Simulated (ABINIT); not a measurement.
Runs of ABINIT 10.8.3 (patched build) on CdO (Monteponite). It takes space group Fm-3m (No. 225, cubic). The conventional cell has a = 4.699 Å, b = 4.699 Å, c = 4.699 Å, α = 90.00°, β = 90.00°, γ = 90.00°. Around Cd (site symmetry m-3m) lie 6 O at 2.35 Å. O (site symmetry m-3m) has 6 Cd at 2.35 Å as nearest neighbours. 

```tsv
task	potentials or basis	spin	cutoff (eV)	fine-grid cutoff	gap on the mesh (eV)	pressure (GPa)	V0 of scaled cells (Å³/atom)	B0 (GPa)
band structure	JTH PAW PBE v2.0	SOC, no magnetisation	626	1224.51 eV	none	(a)	-	-
equation of state	Ansatz NC PBE	off	1252	-	-	-	13.54	126
equation of state	PseudoDojo NC SR PBE v0.5 standard	off	1388	-	-	-	13.55	126
equation of state	PseudoDojo NC SR PBE v0.4.1 standard	off	1442	-	-	-	13.55	126
band structure	JTH PAW PBE v2.0	off	626	1224.51 eV	none	5.9	-	-
equation of state	SG15 NC PBE v1.2	off	1143	-	-	-	13.54	126
```

Alike in all rows: level PBE; cell as given; k mesh 10 × 10 × 10; smearing fermi-dirac 0.05 eV.

Question: Fill in the values left out.

Answer: (a) 5.8.

Caveats: pressures at fixed basis lie under the slope of the energies (some runs).

A k mesh can miss the band edges, and rows without SOC leave out spin-orbit coupling on Cd.

A gap of «none» marks a metal or a gap under the smearing width.
